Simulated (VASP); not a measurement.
# GaN (P6_3mc) in VASP: band structure with PBE

Aim: the band structure of GaN with PBE.

All numbers are computed with VASP 6.6.1; they aren't measurements. Logs are shortened: lines on timing, memory, paths and dates and some standing lists are left out, and cuts for length are marked.

**Experimental background.**

“Studying electronic properties in GaN without electrical contacts using γ-γ vs e−-γ Perturbed Angular Correlations”, 2019, pmc:6823545 quotes, for a bulk crystal of GaN: band gap 3.503 ± 0.005 eV (direct).

The results are compared with them further down.

## (1) The crystal as given

It takes space group P6_3mc (No. 186, hexagonal). Conventional cell: a = 3.180 Å, b = 3.180 Å, c = 5.166 Å, α = 90.00°, β = 90.00°, γ = 120.00°. Ga (site symmetry 3m) has 4 N at 1.94 to 1.95 Å as nearest neighbours. N (site symmetry 3m) has 4 Ga at 1.94 to 1.95 Å as nearest neighbours.

## (2) Band structure, PBE

POSCAR reads:

```
GaN
1.0
    3.1800000000      0.0000000000      0.0000000000
   -1.5900000000      2.7539607800      0.0000000000
    0.0000000000      0.0000000000      5.1660000000
Ga N
2 2
Direct
    0.3333333300      0.6666666700      0.0000000000
    0.6666666700      0.3333333300      0.5000000000
    0.3333333300      0.6666666700      0.3750000000
    0.6666666700      0.3333333300      0.8750000000
```

INCAR.step1 reads:

```
SYSTEM = GaN
ALGO = Normal ; EDIFF = 1E-7
ENCUT = 520 ; GGA = PE
ISIF = 2 ; ISMEAR = 0
LASPH = .TRUE. ; LCHARG = .TRUE.
LREAL = .FALSE. ; LWAVE = .FALSE.
NELM = 60 ; PREC = Accurate
SIGMA = 0.02
```

KPOINTS.step1 reads:

```
k-points
0
G
  12 12 6
  0 0 0
```

INCAR.step2 reads:

```
SYSTEM = GaN
ALGO = Normal ; EDIFF = 1E-7
ENCUT = 520 ; GGA = PE
ICHARG = 11 ; ISIF = 2
ISMEAR = 0 ; LASPH = .TRUE.
LCHARG = .FALSE. ; LREAL = .FALSE.
LWAVE = .FALSE. ; NELM = 60
PREC = Accurate ; SIGMA = 0.05
```

KPOINTS.step2 reads:

```
path GMKGALHA,LM,KH
20
line-mode
reciprocal
 0.0000000000  0.0000000000  0.0000000000  G
 0.5000000000  0.0000000000  0.0000000000  M

 0.5000000000  0.0000000000  0.0000000000  M
 0.3333333333  0.3333333333  0.0000000000  K

 0.3333333333  0.3333333333  0.0000000000  K
 0.0000000000  0.0000000000  0.0000000000  G

 0.0000000000  0.0000000000  0.0000000000  G
 0.0000000000  0.0000000000  0.5000000000  A

 0.0000000000  0.0000000000  0.5000000000  A
 0.5000000000  0.0000000000  0.5000000000  L

 0.5000000000  0.0000000000  0.5000000000  L
 0.3333333333  0.3333333333  0.5000000000  H

 0.3333333333  0.3333333333  0.5000000000  H
 0.0000000000  0.0000000000  0.5000000000  A

 0.5000000000  0.0000000000  0.5000000000  L
 0.5000000000  0.0000000000  0.0000000000  M

 0.3333333333  0.3333333333  0.0000000000  K
 0.3333333333  0.3333333333  0.5000000000  H
```

Potentials or basis: VASP PAW PBE potentials, release 64 (Ga_d, N).

Launch:

```bash
cat potpaw_PBE.64/Ga_d/POTCAR potpaw_PBE.64/N/POTCAR > POTCAR
cp INCAR.step1 INCAR
cp KPOINTS.step1 KPOINTS
mpirun -np 1 vasp_std > vasp.out
cp INCAR.step2 INCAR
cp KPOINTS.step2 KPOINTS
mpirun -np 1 vasp_std > vasp.out
```

OUTCAR:

```text
SYSTEM = GaN
   EDIFF = 1E-7
   ENCUT = 520
   GGA = PE
   ICHARG = 11
   ISIF = 2
   ISMEAR = 0
   LASPH = .TRUE.
   LREAL = .FALSE.
   NELM = 60
   PREC = Accurate

 ion  position               nearest neighbor table
   1  0.333  0.667  0.000-   3 1.94   4 1.95   4 1.95   4 1.95
   2  0.667  0.333  0.500-   4 1.94   3 1.95   3 1.95   3 1.95
   3  0.333  0.667  0.375-   1 1.94   2 1.95   2 1.95   2 1.95
   4  0.667  0.333  0.875-   2 1.94   1 1.95   1 1.95   1 1.95

  LATTYP: Found a hexagonal cell.
 ALAT       =     3.1800000000
 C/A-ratio  =     1.6245283019

  Lattice vectors:

 A1 = (   3.1800000000,   0.0000000000,   0.0000000000)
 A2 = (  -1.5900000000,   2.7539607800,   0.0000000000)
 A3 = (   0.0000000000,   0.0000000000,   5.1660000000)

Analysis of symmetry for initial positions (statically):
=====================================================================
 Subroutine PRICEL returns:
 Original cell was already a primitive cell.

 Routine SETGRP: Setting up the symmetry group for a
 hexagonal supercell.

 Subroutine GETGRP returns: Found 12 space group operations
 (whereof  6 operations were pure point group operations)
 out of a pool of 24 trial point group operations.

The static configuration has the point symmetry C_3v.
 The point group associated with its full space group is C_6v.

Analysis of symmetry for dynamics (positions and initial velocities):
=====================================================================
 Subroutine PRICEL returns:
 Original cell was already a primitive cell.

 Routine SETGRP: Setting up the symmetry group for a
 hexagonal supercell.

 Subroutine GETGRP returns: Found 12 space group operations
 (whereof  6 operations were pure point group operations)
 out of a pool of 24 trial point group operations.

The dynamic configuration has the point symmetry C_3v.
 The point group associated with its full space group is C_6v.

 Subroutine INISYM returns: Found 12 space group operations
 (whereof  6 operations are pure point group operations),
 and found     1 'primitive' translations

----------------------------------------------------------------------------------------

                                     Primitive cell

  volume of cell :      45.2417

  direct lattice vectors                    reciprocal lattice vectors
     3.180000000  0.000000000  0.000000000     0.314465409  0.181556689  0.000000000
    -1.590000000  2.753960780  0.000000000     0.000000000  0.363113377  0.000000000
     0.000000000  0.000000000  5.166000000     0.000000000  0.000000000  0.193573364

  length of vectors
     3.180000000  3.179999997  5.166000000     0.363113377  0.363113377  0.193573364

  position of ions in fractional coordinates (direct lattice)
     0.333333330  0.666666670  0.000000000
     0.666666670  0.333333330  0.500000000
     0.333333330  0.666666670  0.375000000
     0.666666670  0.333333330  0.875000000

  ion indices of the primitive-cell ions
   primitive index   ion index
                 1           1
                 2           2
                 3           3
                 4           4

----------------------------------------------------------------------------------------

 KPOINTS: path GMKGALHA,LM,KH

Interpolating k-points between supplied coordinates.

 Line segments in fractional coordinates (reciprocal lattice):
    0.000000  0.000000  0.000000  ...  0.500000  0.000000  0.000000
    0.500000  0.000000  0.000000  ...  0.333333  0.333333  0.000000
    0.333333  0.333333  0.000000  ...  0.000000  0.000000  0.000000
    0.000000  0.000000  0.000000  ...  0.000000  0.000000  0.500000
    0.000000  0.000000  0.500000  ...  0.500000  0.000000  0.500000
    0.500000  0.000000  0.500000  ...  0.333333  0.333333  0.500000
    0.333333  0.333333  0.500000  ...  0.000000  0.000000  0.500000
    0.500000  0.000000  0.500000  ...  0.500000  0.000000  0.000000
    0.333333  0.333333  0.000000  ...  0.333333  0.333333  0.500000

 Generated    20 points on each line segment, for a total of    180 k-points:

 Following reciprocal coordinates:
            Coordinates               Weight
  0.000000  0.000000  0.000000      0.005556
  0.026316  0.000000  0.000000      0.005556
  0.052632  0.000000  0.000000      0.005556
  0.078947  0.000000  0.000000      0.005556
  0.105263  0.000000  0.000000      0.005556
  0.131579  0.000000  0.000000      0.005556
[... 16 lines left out ...]
  0.482456  0.035088  0.000000      0.005556
  0.473684  0.052632  0.000000      0.005556
 [... further k-points ...]
   k-points           NKPTS =    180   k-points in BZ     NKDIM =    180   number of bands    NBANDS=     22
   number of dos      NEDOS =    301   number of ions     NIONS =      4
   total plane-waves  NPLWV =  23040
   dimension x,y,z NGX =    24 NGY =   24 NGZ =   40
   dimension x,y,z NGXF=    48 NGYF=   48 NGZF=   80
   ions per type =               2   2
   NGX,Y,Z   is equivalent  to a cutoff of  12.55, 12.55, 12.87 a.u.
   NGXF,Y,Z  is equivalent  to a cutoff of  25.09, 25.09, 25.74 a.u.
 SYSTEM =  GaN
   PREC   = accura    normal or accurate (medium, high low for compatibility)
   ISTART =      0    job   : 0-new  1-cont  2-samecut
   ICHARG =     11    charge: 1-file 2-atom 10-const
   ISPIN  =      1    spin polarized calculation?
   LNONCOLLINEAR =      F non collinear calculations
   LSORBIT =      F    spin-orbit coupling
   LASPH  =      T    aspherical Exc in radial PAW
   ENCUT  =  520.0 eV  38.22 Ry    6.18 a.u.   5.91  5.91  9.61*2*pi/ulx,y,z
   NELM   =     60;   NELMIN=  2; NELMDL=  0     # of ELM steps
   EDIFF  = 0.1E-06   stopping-criterion for ELM
   LREAL  =      F    real-space projection
   EDIFFG = 0.1E-05   stopping-criterion for IOM
   NSW    =      0    number of steps for IOM
   IBRION =     -1    ionic relax: 0-MD 1-quasi-New 2-CG
   NFREE  =      0    steps in history (QN), initial steepest desc. (CG)
   ISIF   =      2    stress and relaxation
   ISYM   =      2    0-nonsym 1-usesym 2-fastsym
   POTIM  = 0.5000    time-step for ionic-motion
   TEBEG  =    0.0;   TEEND  =   0.0 temperature during run
   PSTRESS=    0.0 pullay stress
   NELECT =      36.0000    total number of electrons
   NUPDOWN=      -1.0000    fix difference up-down
   EMIN   =  10.00;   EMAX   =-10.00  energy-range for DOS
   EFERMI =   0.00;   METHOD = LEGACY
   ISMEAR =     0;   SIGMA  =   0.05  broadening in eV -4-tet -1-fermi 0-gaus
   EFERMI_NEDOS =   21; number of points for ismear=-14 and -15
   IALGO  =     38    algorithm
   IMIX   =      4    mixing-type and parameters
     AMIX     =   0.40;   BMIX     =  1.00
     AMIX_MAG =   1.60;   BMIX_MAG =  1.00
  volume/ion in A,a.u.               =      11.31        76.33
  Fermi-wavevector in a.u.,A,eV,Ry     =   1.517036  2.866782 31.312427  2.301398
  Thomas-Fermi vector in A             =   2.626345
   LORBIT       =      0    0 simple, 1 ext, 2 COOP (PROOUT), +10 PAW based schemes
   GGA     = PE    functional components
   LHFCALC =     F    Hartree Fock is set to
   AEXX    =    0.0000 exact exchange contribution
   IVDW    =     0    specifies the selected vdW correction
   LEPSILON=     F    determine dielectric tensor
   LRPA    =     F    only Hartree local field effects (RPA)
 non-spin polarized calculation
 Gauss-broadening in eV      SIGMA  =   0.05
  energy-cutoff  :      520.00
  volume of cell :       45.24
 maximum number of plane-waves:      1242
 NGX is ok and might be reduce to    24

 number of electron      36.0000002 magnetization

 Free energy of the ion-electron system (eV)
  ---------------------------------------------------
  ext. energy  EPLUGINS =         0.00000000
  ---------------------------------------------------
  free energy    TOTEN  =       -23.29279272 eV

  energy without entropy =      -23.29279272  energy(sigma->0) =      -23.29279272

 E-fermi :   5.7291     XC(G=0): -11.7223

 val. band max:        5.4315342239   @ k =   0.0000   0.0000   0.0000
 cond. band min:       7.4033533774   @ k =   0.0000   0.0000   0.0000
 fundamental gap:      1.9718191535
 Fermi energy:         5.7291028711

 k-point     1 :       0.0000    0.0000    0.0000
  band No.  band energies     occupation
      1     -10.6398      2.00000
      2      -9.6781      2.00000
      3      -8.0246      2.00000
      4      -8.0031      2.00000
      5      -8.0030      2.00000
      6      -7.9380      2.00000
[... 14 lines left out ...]
     21      14.6927      0.00000
     22      15.3489      0.00000

 k-point     2 :       0.0263    0.0000    0.0000
  band No.  band energies     occupation
      1     -10.6327      2.00000
      2      -9.6762      2.00000
      3      -8.0239      2.00000
      4      -8.0020      2.00000
      5      -8.0010      2.00000
      6      -7.9373      2.00000
[... 14 lines left out ...]
     21      14.6745      0.00000
     22      15.2989      0.00000

 k-point     3 :       0.0526    0.0000    0.0000
  band No.  band energies     occupation
      1     -10.6117      2.00000
      2      -9.6707      2.00000
      3      -8.0215      2.00000
      4      -7.9989      2.00000
      5      -7.9949      2.00000
      6      -7.9351      2.00000
[... 14 lines left out ...]
     21      14.6266      0.00000
     22      15.1253      0.00000
[... 476 lines left out ...]
 k-point    23 :       0.4825    0.0351    0.0000
  band No.  band energies     occupation
      1      -9.6960      2.00000
      2      -9.5090      2.00000
      3      -7.9536      2.00000
      4      -7.9295      2.00000
      5      -7.8301      2.00000
      6      -7.7848      2.00000
[... 14 lines left out ...]
     21      11.4901      0.00000
     22      14.0925      0.00000

 k-point    24 :       0.4737    0.0526    0.0000
  band No.  band energies     occupation
      1      -9.6926      2.00000
      2      -9.5092      2.00000
      3      -7.9544      2.00000
      4      -7.9292      2.00000
      5      -7.8269      2.00000
      6      -7.7846      2.00000
[... 14 lines left out ...]
     21      11.4749      0.00000
     22      14.0838      0.00000

 [... further k-points ...]

------------------------ aborting loop because EDIFF is reached ----------------------------------------

  FORCE on cell =-STRESS in cart. coord.  units (eV):
  Direction    XX          YY          ZZ          XY          YZ          ZX
  --------------------------------------------------------------------------------------
  -------------------------------------------------------------------------------------
  Total        2.7465482      2.7465482      2.6651264      0.0000000      0.0000000      0.0000000
  in kB       97.2654353     97.2654350     94.3819889      0.0000000      0.0000000      0.0000000
  external PRESSURE =      96.3042864 kB  Pullay stress =       0.0000000 kB

 VOLUME and BASIS-vectors are now :
 -----------------------------------------------------------------------------
  energy-cutoff  :      520.00
  volume of cell :       45.24
      direct lattice vectors                 reciprocal lattice vectors
     3.180000000  0.000000000  0.000000000     0.314465409  0.181556689  0.000000000
    -1.590000000  2.753960780  0.000000000     0.000000000  0.363113377  0.000000000
     0.000000000  0.000000000  5.166000000     0.000000000  0.000000000  0.193573364

 POSITION                                       TOTAL-FORCE (eV/Angst)
 -----------------------------------------------------------------------------------
     -0.00000      1.83597      0.00000         0.000000     -0.000000      0.048071
      1.59000      0.91799      2.58300        -0.000000      0.000000      0.048071
     -0.00000      1.83597      1.93725        -0.000000      0.000000     -0.048071
      1.59000      0.91799      4.52025        -0.000000     -0.000000     -0.048071
 -----------------------------------------------------------------------------------
    total drift:                               -0.000011      0.000005     -0.108117

  FREE ENERGIE OF THE ION-ELECTRON SYSTEM (eV)
  ---------------------------------------------------
  free  energy   TOTEN  =       -23.2927927166 eV

  energy  without entropy=      -23.2927927166  energy(sigma->0) =      -23.29279272
```

It took 2 min on 1 thread of Intel Xeon Platinum 8375C at 2.90GHz (Ice Lake), shared host; peak memory 0.27 GiB.

What came out:

| Item | Value |
| --- | --- |
| Band gap on the k mesh | 1.97 eV, direct |
| Band gap along the path | 1.97 eV, direct |

Levels at the corners of the path, in eV from the valence-band top:
```tsv
point	band 15	band 16	band 17	band 18	band 19	band 20	band 21	band 22
Γ	-1.06	-0.06	0.00	0.00	1.97	4.30	9.26	9.92
M	-4.28	-2.78	-2.26	-0.99	5.07	5.61	6.07	8.67
M	-4.28	-2.78	-2.26	-0.99	5.07	5.61	6.07	8.67
K	-5.34	-3.04	-3.04	-2.72	5.13	7.87	7.87	8.44
K	-5.34	-3.04	-3.04	-2.72	5.13	7.87	7.87	8.44
Γ	-1.06	-0.06	0.00	0.00	1.97	4.30	9.26	9.92
Γ	-1.06	-0.06	0.00	0.00	1.97	4.30	9.27	9.92
A	-0.55	-0.55	-0.54	-0.54	4.29	4.29	8.54	8.54
A	-0.55	-0.55	-0.54	-0.54	4.29	4.29	8.54	8.54
L	-1.96	-1.96	-1.93	-1.93	4.43	4.43	7.84	7.84
L	-1.96	-1.96	-1.93	-1.93	4.43	4.43	7.84	7.84
H	-4.23	-4.23	-1.51	-1.51	6.49	6.49	7.33	7.33
H	-4.23	-4.23	-1.51	-1.51	6.49	6.49	7.33	7.33
A	-0.55	-0.55	-0.54	-0.54	4.29	4.29	8.54	8.54
L	-1.96	-1.96	-1.93	-1.93	4.43	4.43	7.84	7.84
M	-4.28	-2.78	-2.26	-0.99	5.07	5.61	6.07	8.67
K	-5.34	-3.04	-3.04	-2.72	5.13	7.87	7.87	8.44
H	-4.23	-4.23	-1.51	-1.51	6.49	6.49	7.33	7.33
```

Caveat: the log is that of the step along the path at fixed density, whose energy, stress, charges and moments have no meaning.

## (3) Against experiment

Step 2. Measured gap of GaN: 3.503 eV (direct; quoted in “Studying electronic properties in GaN without electrical contacts using γ-γ vs e−-γ Perturbed Angular Correlations”, 2019, pmc:6823545). This calculation gives 1.97 eV (-1.53 eV). Spin-orbit coupling on Ga is left out. The value is that of PBE, without temperature or zero-point motion. Semilocal functionals fall short of measured gaps as a rule.
